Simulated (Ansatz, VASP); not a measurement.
## Two plane-wave programs on Ga3P2

INCAR

```
PREC = Accurate
ENCUT = 600
EDIFF = 1E-7
ISMEAR = 0
SIGMA = 0.1
LREAL = False
LASPH = True
NELM = 100
ALGO = Normal
ISIF = 3
LWAVE = False
LCHARG = False
GGA = PE
IBRION = 2
NSW = 90
EDIFFG = -0.04
```

KPOINTS

```
regular mesh
0
Gamma
  3 3 3
```

The input POSCAR:

```
Ga3P2
1.0
    3.0421989962      1.7564144094      5.5372590220
   -3.0421989962      1.7564144094      5.5372590220
    0.0000000000     -3.5128288189      5.5372590220
Ga P
6 4
Direct
    0.0562500000      0.4437500000      0.7500000000
    0.7500000000      0.0562500000      0.4437500000
    0.4437500000      0.7500000000      0.0562500000
    0.9437500000      0.5562500000      0.2500000000
    0.2500000000      0.9437500000      0.5562500000
    0.5562500000      0.2500000000      0.9437500000
    0.8521800000      0.8521800000      0.8521800000
    0.6478200000      0.6478200000      0.6478200000
    0.1478200000      0.1478200000      0.1478200000
    0.3521800000      0.3521800000      0.3521800000
```

Input for Ansatz:

```yaml
crystal:
  lattice:
    - [3.0421989962, 1.7564144094, 5.537259022]
    - [-3.0421989962, 1.7564144094, 5.537259022]
    - [0.0, -3.5128288189, 5.537259022]
  atoms:
    - { symbol: Ga, position: [0.05625, 0.44375, 0.75] }
    - { symbol: Ga, position: [0.75, 0.05625, 0.44375] }
    - { symbol: Ga, position: [0.44375, 0.75, 0.05625] }
    - { symbol: Ga, position: [0.94375, 0.55625, 0.25] }
    - { symbol: Ga, position: [0.25, 0.94375, 0.55625] }
    - { symbol: Ga, position: [0.55625, 0.25, 0.94375] }
    - { symbol: P, position: [0.85218, 0.85218, 0.85218] }
    - { symbol: P, position: [0.64782, 0.64782, 0.64782] }
    - { symbol: P, position: [0.14782, 0.14782, 0.14782] }
    - { symbol: P, position: [0.35218, 0.35218, 0.35218] }
basis:
  ecutwfc: 420
kpoints:
  mp_grid: { grid: [3, 3, 3] }
hamiltonian:
  xc: pbe
scf:
  occupations: { method: gaussian, width: 0.1 }
  lower_state_search: "off"
output:
  forces: true
  stress: true
  eigenvalues: true
relax:
  adjacent_minimum: "off"
  f_tol: 0.04
  max_steps: 70
  cell: { stress_tol: 0.4 }
```

Alike in both runs: task relaxation of cell and atoms; functional PBE; k mesh 3 × 3 × 3; occupations gaussian, width 0.1 eV; no spin polarisation.

```csv
,VASP,Ansatz
version,VASP 6.6.1,Ansatz 0.2.0
potentials or method,"VASP PAW PBE potentials, release 64 (Ga_d, P)","scalar-relativistic, plane waves, PAW"
plane-wave cutoff (eV),600,420
valence electrons in the cell,98,98
```

|  | VASP | Ansatz | Ansatz less VASP |
| --- | --- | --- | --- |
| gap on the k mesh at the Fermi level, each at its own relaxed structure (eV) | none | none | - |
| relaxed volume (Å³/atom) | 20.28 | 20.22 | -0.056 |
| relaxed cell length with the largest relative difference (Å) | 6.713 | 6.702 | -0.0108 |
| energy change over the relaxation (meV/atom) | -97 | -97 | +0.8 |

A gap of «none» marks a metal or a gap that the smearing closes.

Caveats: the k mesh is coarse (spacing up to 0.42 Å⁻¹), so the values aren't converged.
